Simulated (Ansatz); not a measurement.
# Hf2S: properties at the relaxed cell

One table from this session's results is given with a row withheld; the runs are named, their logs left out.

Method: DFT PBEsol, scalar-relativistic, plane waves, PAW, in Ansatz 0.2.0.

**The structure to begin with**

Symmetry: P6_3/mmc, No. 194, hexagonal system. The conventional cell has a = 3.347 Å, b = 3.347 Å, c = 11.664 Å, α = 90.00°, β = 90.00°, γ = 120.00°. Around Hf (site symmetry 3m) lie 3 S at 2.60 Å. S (site symmetry -6m2) is surrounded by 6 Hf at 2.60 Å.

Coordinates:

```cif
data_structure
_symmetry_space_group_name_H-M 'P6_3/mmc'
_symmetry_Int_Tables_number 194
_cell_length_a 3.3465
_cell_length_b 3.3465
_cell_length_c 11.6642
_cell_angle_alpha 90.000
_cell_angle_beta 90.000
_cell_angle_gamma 120.000
_cell_volume 113.13
loop_
_atom_site_label
_atom_site_type_symbol
_atom_site_symmetry_multiplicity
_atom_site_Wyckoff_symbol
_atom_site_fract_x
_atom_site_fract_y
_atom_site_fract_z
_atom_site_occupancy
Hf1 Hf 4 f 0.66667 0.33333 0.89862 1
S1 S 2 b 0.00000 0.00000 0.75000 1
```

It goes back to an entry of the Materials Project, which need not be the stable form.

It is the result of an earlier relaxation at this level (volume 18.85 Å³/atom; gap on the mesh: none (metal)).

The first run:

input.yaml

```yaml
crystal:
  lattice:
    - [3.3127253704, 0.0, 0.0]
    - [-1.6563626852, 2.8689043265, 0.0]
    - [0.0, 0.0, 11.5464072202]
  atoms:
    - { symbol: Hf, position: [0.6666666667, 0.3333333333, 0.8986176343] }
    - { symbol: Hf, position: [0.3333333333, 0.6666666667, 0.3986176343] }
    - { symbol: Hf, position: [0.6666666667, 0.3333333333, 0.6013823657] }
    - { symbol: Hf, position: [0.3333333333, 0.6666666667, 0.1013823657] }
    - { symbol: S, position: [0.0, 0.0, 0.75] }
    - { symbol: S, position: [0.0, 0.0, 0.25] }
basis:
  ecutwfc: 420
kpoints:
  mp_grid: { grid: [12, 12, 4] }
hamiltonian:
  xc: pbesol
scf:
  occupations: { method: gaussian, width: 0.1 }
output:
  forces: true
  stress: true
  eigenvalues: true
relax:
  adjacent_minimum: "off"
  f_tol: 0.01
  max_steps: 30
  cell: { stress_tol: 0.1, fix: [volume] }
```

Run with:

```bash
> ansatz run input.yaml --threads 1 --pin off --max-ram 2560MiB --backend cpu --events-out ev --progress --plain --runs-dir out
```

Among the steps run: The cell scaled to 0.97 of its volume; Point at V/V0 = 1.03; The cell scaled to 0.94 of its volume; Volume × 1.06; Volume × 0.91; Volume × 1.10; The cell scaled to 0.88 of its volume.

One of the session's tables, all rows but one given; the rest of the session is left out.

It belongs to the step «Equation of state». 

| volume (Å³/atom) | energy above the lowest point (meV/atom) | pressure (GPa) |
| --- | --- | --- |
| 16.592 | 145.8 | 22.79 |
| 17.158 | 78.0 | 15.83 |
| 17.724 | 33.0 | 9.80 |
| 18.289 | 7.9 | 4.55 |
| 18.855 | 0.0 | 0.00 |
| 19.421 | 7.1 | -3.93 |
| 19.986 | ? | ? |
| 20.740 | 70.7 | -11.10 |

Q: Estimate the row for volume (Å³/atom) = 19.986 from the others.

Worked estimate for «energy above the lowest point (meV/atom)». A straight line through the neighbours (19.421, 7.1) and (20.740, 70.7) gives 7.1 + (70.7 − 7.1) × (19.986 − 19.421) / (20.740 − 19.421) = 34.3; a parabola fitted to 3 rows on both sides gives 26.3.

The run gave: energy above the lowest point (meV/atom): 27.1; pressure (GPa): -7.31. In «energy above the lowest point (meV/atom)» the line misses by +7.2 and the parabola by -0.8.
